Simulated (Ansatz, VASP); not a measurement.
# Cross-check of InGa31O48 (In_Ga) between VASP and Ansatz

Aim: how closely do two programs agree when they are given the same cell, functional and k mesh? The cell is taken from a series of runs on this material, whose earlier steps may have relaxed, scaled, displaced or heated it; both programs get it as it stands.

Method: plane waves, with VASP 6.6.1 beside it; single point at r2SCAN, in Ansatz 0.2.0.

### Step 1. Starting point

The cell holds 80 atoms: 31 Ga, 48 O and 1 In. Its edges and angles: a = 10.664 Å, b = 10.664 Å, c = 10.664 Å, α = 55.9°, β = 55.9°, γ = 55.9°. It derives from Ga2O3 (Ga2O3 (R-3c)). Nearest the centre at fractional (0.572, 0.572, 0.572): In80 at 0.06 Å, O64 at 2.08 Å, O50 at 2.08 Å, O69 at 2.09 Å, O54 at 2.15 Å, O67 at 2.16 Å, O71 at 2.16 Å, Ga31 at 2.89 Å. The cell carries charge +1.

Coordinates:

```cif
data_structure
_symmetry_space_group_name_H-M 'P 1'
_symmetry_Int_Tables_number 1
_cell_length_a 10.6636
_cell_length_b 10.6636
_cell_length_c 10.6636
_cell_angle_alpha 55.930
_cell_angle_beta 55.930
_cell_angle_gamma 55.930
_cell_volume 776.55
loop_
_atom_site_label
_atom_site_type_symbol
_atom_site_fract_x
_atom_site_fract_y
_atom_site_fract_z
_atom_site_occupancy
Ga1 Ga 0.42859 0.42790 0.42663 1
Ga2 Ga 0.32360 0.32294 0.32166 1
Ga3 Ga 0.07237 0.07170 0.07037 1
Ga4 Ga 0.17800 0.17737 0.17605 1
Ga5 Ga 0.42622 0.42457 0.93409 1
Ga6 Ga 0.32302 0.31973 0.82142 1
Ga7 Ga 0.07169 0.07226 0.57210 1
Ga8 Ga 0.17916 0.17765 0.67651 1
Ga9 Ga 0.42524 0.93532 0.42428 1
Ga10 Ga 0.32039 0.82272 0.32105 1
Ga11 Ga 0.07295 0.57344 0.06973 1
Ga12 Ga 0.17823 0.67781 0.17726 1
Ga13 Ga 0.42834 0.92734 0.92727 1
Ga14 Ga 0.32110 0.82417 0.82164 1
Ga15 Ga 0.07295 0.57340 0.56926 1
Ga16 Ga 0.17237 0.67847 0.67968 1
Ga17 Ga 0.93601 0.42556 0.42337 1
Ga18 Ga 0.82333 0.32232 0.31844 1
Ga19 Ga 0.57407 0.07099 0.07102 1
Ga20 Ga 0.67847 0.17849 0.17638 1
Ga21 Ga 0.92925 0.42765 0.92605 1
Ga22 Ga 0.82360 0.32047 0.82288 1
Ga23 Ga 0.57122 0.07226 0.57212 1
Ga24 Ga 0.68164 0.17171 0.67717 1
Ga25 Ga 0.92801 0.92859 0.42636 1
Ga26 Ga 0.82474 0.82295 0.31926 1
Ga27 Ga 0.57406 0.57051 0.07104 1
Ga28 Ga 0.67914 0.68097 0.17037 1
Ga29 Ga 0.92872 0.92806 0.92681 1
Ga30 Ga 0.82296 0.82225 0.82096 1
Ga31 Ga 0.68029 0.67961 0.67833 1
O32 O 0.37508 0.22130 0.02877 1
O33 O 0.22199 0.03007 0.37309 1
O34 O 0.03069 0.37445 0.22007 1
O35 O 0.12829 0.27517 0.47244 1
O36 O 0.47435 0.12760 0.27392 1
O37 O 0.27582 0.47371 0.12635 1
O38 O 0.37590 0.22401 0.52554 1
O39 O 0.22394 0.02605 0.87406 1
O40 O 0.02995 0.37517 0.72170 1
O41 O 0.12615 0.27573 0.97185 1
O42 O 0.47368 0.12267 0.77564 1
O43 O 0.27918 0.47435 0.62376 1
O44 O 0.37582 0.72292 0.02800 1
O45 O 0.22468 0.52681 0.37395 1
O46 O 0.02670 0.87539 0.22197 1
O47 O 0.12335 0.77692 0.47173 1
O48 O 0.47504 0.62505 0.27717 1
O49 O 0.27642 0.97311 0.12415 1
O50 O 0.35982 0.73799 0.52367 1
O51 O 0.22577 0.52662 0.87333 1
O52 O 0.02518 0.87645 0.72262 1
O53 O 0.12577 0.77682 0.97239 1
O54 O 0.47361 0.62305 0.78537 1
O55 O 0.27670 0.97415 0.62425 1
O56 O 0.87601 0.22329 0.02479 1
O57 O 0.72364 0.02925 0.37391 1
O58 O 0.52745 0.37520 0.22279 1
O59 O 0.62572 0.27846 0.47310 1
O60 O 0.97380 0.12548 0.27446 1
O61 O 0.77758 0.47305 0.12138 1
O62 O 0.87529 0.22507 0.52534 1
O63 O 0.72454 0.02452 0.87518 1
O64 O 0.52567 0.35912 0.73676 1
O65 O 0.62618 0.27606 0.97291 1
O66 O 0.97430 0.12512 0.77557 1
O67 O 0.78729 0.47295 0.62179 1
O68 O 0.87712 0.72389 0.02324 1
O69 O 0.73866 0.52493 0.35786 1
O70 O 0.52731 0.87459 0.22375 1
O71 O 0.62369 0.78657 0.47173 1
O72 O 0.97476 0.62555 0.27483 1
O73 O 0.77747 0.97367 0.12387 1
O74 O 0.87549 0.72470 0.52462 1
O75 O 0.72534 0.52589 0.87356 1
O76 O 0.52653 0.87482 0.72343 1
O77 O 0.62597 0.77627 0.97169 1
O78 O 0.97371 0.62529 0.77494 1
O79 O 0.77691 0.97303 0.62403 1
In80 In 0.57089 0.57020 0.56894 1
```

### Step 2. Ansatz: single point, r2SCAN

Ansatz runs on its default PAW (the set named soft_2) files.

With cell and atoms fixed, the geometry can't cause a difference; cores, projectors, grids and the points listed under the comparison can.

Input file input.yaml:

```yaml
crystal:
  checkpoint: "../qp1_M1.relax_smeared.run"
  host: checkpoint
total_charge: 1
basis:
  ecutwfc: 500
  xc_grid: 2
hamiltonian:
  xc: r2scan
kpoints:
  mp_grid: { grid: [1, 1, 1], shift: [0.25, 0.25, 0.25] }
magnetization:
  spin_polarized: true
  initial_magnetization: 1
  spin_locking: { lock_magnetization: hard }
scf:
  occupations: { method: fermi_dirac, width: 0.01 }
  max_iter: 80
output:
  forces: true
  eigenvalues: true
  charged_corrections:
    epsilon: [4.48, 4.48, 4.35]
    static_epsilon: [13.06, 13.06, 18.86]
    defect_position: [0.572144, 0.572144, 0.572144]
checkpoint:
  write: "../qp1_M1.r2scan.run"
  compress: false
  write_wavefunctions: false
  write_every: 100000
```

On the command line:

```console
> ansatz run input.yaml --threads 8 --pin off --max-ram 22609MiB --backend cpu --events-out ev --progress --plain --runs-dir out
```

Numbers of over 12 decimals in the logs are rounded to 6 here.

Log:

```text
Warning: This run holds its total moment fixed (magnetization.spin_locking.lock_magnetization: hard) and mixes its density by anderson or broyden (scf.mixing.algorithm, typed or taken by auto). Slabs with a fixed moment have converged under broyden above another state at the same moment, at the default mixing steps and at smaller ones, and under scf.lower_state_search: standard, light or off a state that such a mixer [...]
crystal.checkpoint: the structure is that of <dir>, a `relax` run, at its step 5: its result, under pbesol at a charge of 1 e; 80 atoms read, 0 with a starting moment; this deck's functional is r2scan; no density is read with it (checkpoint.read); crystal.structure_sha256 for this input is
Engine: ansatz 0.2.0, aarch64-unknown-linux-gnu
Pseudopotentials: kind: paw
Pseudopotential: Ga, paw, valence charge 13, recommended cutoff 500 eV (meta_gga), Ga.paw.azcp
Pseudopotential: O, paw, valence charge 6, recommended cutoff 500 eV (meta_gga), O.paw.azcp
Pseudopotential: In, paw, valence charge 13, recommended cutoff 500 eV (meta_gga), In.paw.azcp
Functional definition: r2SCAN
  parameter k0 = 0.174
  parameter k1 = 0.065
  parameter a1 = 4.9479
  exchange = r2scan_x(k0 = k0, k1 = k1, a1 = a1)
  correlation = r2scan_c
Crystal: 80 atoms, lattice volume = 776.554 Å³
Basis set: ecut = 500 eV, 19749 PW (Γ), exchange–correlation on 160×160×160 points (8 copies of the dense FFT grid, shifted against one another)
Bands: 432, of which v1, the nominal top of the filled ones, is band 352 counted from 1 (351 counted from 0)
Symmetry: 1 space group operations
Space group: P1 (ITA 1), of the structure as read, at distance tolerance 9.2e-5 Å
Magnetic group: BNS 1.1 (UNI 1), of the structure as read, at distance tolerance 9.2e-5 Å
k-points: 1
Non-local potential: Ga, projectors of the file, l = 0: 2, l = 1: 2, l = 2: 3, l = 3: 1
Non-local potential: O, projectors of the file, l = 0: 2, l = 1: 2, l = 2: 1
Non-local potential: In, projectors of the file, l = 0: 2, l = 1: 2, l = 2: 2, l = 3: 2
PAW form: soft (Blöchl's): semilocal exchange-correlation on the pseudo side does not see the compensation charge
PAW frozen core: Ga, regenerated for the run's functional (the file was generated under x = pbe(κ = 0.804, μ = 0.219515), c = pbe(β = 0.066725))
PAW frozen core: O, regenerated for the run's functional (the file was generated under x = pbe(κ = 0.804, μ = 0.219515), c = pbe(β = 0.066725))
PAW frozen core: In, regenerated for the run's functional (the file was generated under x = pbe(κ = 0.804, μ = 0.219515), c = pbe(β = 0.066725))
PAW one-centre angular grid: Ga, 590 points (default); XC on 160 Gauss nodes
PAW one-centre angular grid: O, 302 points (default); XC on 160 Gauss nodes
PAW one-centre angular grid: In, 590 points (default); XC on 289 of its mesh's 2783 points in the sphere
Initial density: superposition of atomic densities (chi_scale 0.1, normalization cell, long waves kept (reshape's long-wave potential 0.07 eV rms))
Starting moments: Σ|m| = 1 μB on 80 of 80 sites
Initial wavefunctions: pseudopotential atomic-orbital guess
Functional: x = r2scan, c = r2scan; τ floored in thin density (d = 2e-4 eV/Å³)
SCF iter   1: F=—  HF=-150464.140445 eV  |F-HF|=—  |Δ(HF+E_count)|=         —  Δρ=6.42e-2 (↑6.28e-2 ↓6.42e-2)  dr2=5.79e1  dr2_τ=1.34e0  dr2_m=6.23e-2  M=1.000 μB ∫|m|=1.048 μB  β_m=1.20  ethr=3.10e-3  ⟨swp⟩=6.0  Hψ=3198  notcnv=0
preconditioner: auto → Resta (q_TF=auto, 2.683 Å⁻¹)  ε∞=4.0  [insulator: Δε(μ)=0.046 eV  Ē_g=20.243 eV  σ=0.010 eV  W_gap=0.82  n_scr=276 (ndim 8)  ℏωp=35.3 eV  f_vac=0.000  D(μ)=16.39/eV (n_scr^D=100)  ε∞_Penn≈4.0]
spin=Collinear: Resta preconditioning applied to the charge; magnetization (m = ρ↑ − ρ↓) channel mixes plain (no charge-response kernel on spin).
SCF iter   2: F=—  HF=-150455.911680 eV  |F-HF|=—  |Δ(HF+E_count)|=    8.23e0  Δρ=4.28e-2 (↑4.28e-2 ↓4.23e-2)  dr2=2.56e1  dr2_τ=1.07e-1  dr2_m=2.02e-3  M=1.000 μB ∫|m|=1.186 μB  β_m=1.20  ethr=3.10e-3  ⟨swp⟩=3.0  Hψ=1710  notcnv=0  defer=148  κ⁻¹=1.0e0(r=1)
SCF iter   3: F=—  HF=-150450.792355 eV  |F-HF|=—  |Δ(HF+E_count)|=    5.12e0  Δρ=1.41e-2 (↑1.36e-2 ↓1.41e-2)  dr2=2.67e0  dr2_τ=3.72e-2  dr2_m=2.22e-3  M=1.000 μB ∫|m|=1.218 μB  β_m=1.20  ethr=3.10e-3  ⟨swp⟩=3.0  Hψ=1280  notcnv=0  defer=148  κ⁻¹=6.9e-2(r=2)
[...]
F (periodic)     = -150450.011690  (uncorrected; the corrections below are reported, never added to it)
  E_corr1          = +0.509047  (monopole, q²α_M/2ε̄L, of the cell on which ε is isotropic)
  F Makov-Payne    = n/a  (the rows are of the electrons' constant alone; ansatz place-levels tells what screens the charge)
  no potential alignment in this run, which stands beside a crystal: run the host's input off ansatz write-host-input, and read the two finished runs by ansatz place-levels (neither reads a slab, a wire or a sheet, whose cell leaves a vacuum)
--- Band table (eV) ---
  k-point 0 ↑: bands = [... 348 lower, 8.6095, 8.6209, 8.6278, 8.6456, 12.7294, 14.5652, 15.6606, 15.7992, ... 76 higher]
  k-point 0 ↓: bands = [... 348 lower, 8.6629, 8.6669, 8.7577, 8.7885, 12.7469, 14.5912, 15.7281, 15.8160, ... 76 higher]
```

Reading the cycles: dr2 is the Hartree energy of the density residual (eV), the measure of convergence; HF is the Harris–Foulkes estimate of the energy, which meets the free energy F at convergence.

[end of part 1 of 2]

[Lines on the potential files, build, host, timing and source positions are cut from VASP's logs without a mark.]

[Logs are printed without paths, hosts, clocks, repeated set-up lines and the standing remarks that a program may print on its own settings, such as how far it seeks lower states.]

[Hosts, paths, dates, database ids (printed as entryN), source tags and the programs' standing remarks are cut or masked in the printed files.]
